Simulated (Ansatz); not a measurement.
# GaN: the cost of one run

Computed with Ansatz 0.2.0 (DFT PBEsol, scalar-relativistic, unless a step's input says otherwise).

### Step 1. The system as given

The structure is cubic, space group Fm-3m (No. 225). Conventional cell: a = 3.985 Å, b = 3.985 Å, c = 3.985 Å, α = 90.00°, β = 90.00°, γ = 90.00°. Ga (site symmetry m-3m) is surrounded by 6 N at 1.99 Å. N (site symmetry m-3m) is surrounded by 6 Ga at 1.99 Å.

Coordinates:

```cif
data_structure
_symmetry_space_group_name_H-M 'P 1'
_symmetry_Int_Tables_number 1
_cell_length_a 2.8178
_cell_length_b 2.8178
_cell_length_c 2.8178
_cell_angle_alpha 60.000
_cell_angle_beta 60.000
_cell_angle_gamma 60.000
_cell_volume 15.82
loop_
_atom_site_label
_atom_site_type_symbol
_atom_site_fract_x
_atom_site_fract_y
_atom_site_fract_z
_atom_site_occupancy
Ga1 Ga 0.50000 0.50000 0.50000 1
N1 N 0.00000 0.00000 0.00000 1
```

Atoms are numbered in the order of the input: Ga1, N2.

### Step 2. After the deformation

Space group Fm-3m before, I4/mmm after.

### Step 3. LAPW, all electrons

input.yaml

```yaml
crystal:
  lattice:
    - [0.0, 1.9925, 2.03235]
    - [1.9925, 0.0, 2.03235]
    - [1.9925, 1.9925, 0.0]
  atoms:
    - { symbol: Ga, position: [0.5, 0.5, 0.5] }
    - { symbol: "N", position: [0.0, 0.0, 0.0] }
kpoints:
  mp_grid: { grid: [13, 13, 13] }
  band_path:
    path:
      - [0.0, 0.0, 0.0]
      - [0.0, 0.5, 0.5]
      - [0.25, 0.75, 0.5]
      - [0.0, 0.5, 0.0]
      - [0.0, 0.0, 0.0]
      - [0.5, 0.5, 0.0]
      - [0.3701460977, 0.6298539023, 0.0]
      - [-0.3701460977, 0.3701460977, 0.0]
      - [0.0, 0.0, 0.0]
    npoints: 5
scf:
  occupations: { method: fermi_dirac, width: 0.02 }
hamiltonian:
  xc: pbesol
  pseudopotentials: { kind: all_electron, lapw: { basis_error: 0.001 } }
output:
  forces: true
  stress: true
  eigenvalues: true
```

Launch:

```sh
> ansatz run input.yaml --threads 1 --pin off --max-ram 3072MiB --backend cpu --events-out ev --progress --plain --runs-dir out
```

Q: Estimate wall time and peak memory on 1 thread of Intel Xeon 6975P-C (Granite Rapids), shared host.

About 14 s, with a peak of 0.58 GiB.
